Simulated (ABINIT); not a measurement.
Crystal: Br.

```
Br
1.0
     3.36325   -2.32255    0.00000
     3.36325    2.32255    0.00000
     0.00000    0.00000    8.70230
Br
4
Direct
  0.36510 0.63490 0.39010
  0.13490 0.86510 0.89010
  0.63490 0.36510 0.60990
  0.86510 0.13490 0.10990
```

Base run:

| Item | Value |
| --- | --- |
| Program | ABINIT 10.8.3 (patched build) |
| Functional | PBE |
| Potentials or basis | PseudoDojo NC SR PBE v0.5 stringent |
| Cutoff | 1034 eV |
| k mesh | 5 × 5 × 2 |
| Occupations | fermi-dirac, width 0.05 eV |
| Spin | no spin polarisation |

Its results: band gap on the k mesh 1.85 eV, indirect (least direct gap 1.87 eV); pressure 1.8 GPa; largest force 0.918 eV/Å.

**Question.** The run is repeated on the same cell with these changes: functional from PBE to PBEsol; potentials or basis from PseudoDojo NC SR PBE v0.5 stringent to JTH PAW PBE v2.0; cutoff from 1034 eV to 299 eV; valence electrons from 68 to 28. What comes out?

**Answer.** Band gap on the k mesh 1.84 eV, indirect (least direct gap 1.86 eV); pressure 0.1 GPa; largest force 0.745 eV/Å.

Caveats: an odd mesh through Γ misses points on the zone boundary, where band edges often lie; the PAW data sets were made with another functional, which shifts forces and pressure a little (some runs).

Not every run made on this cell is shown here.
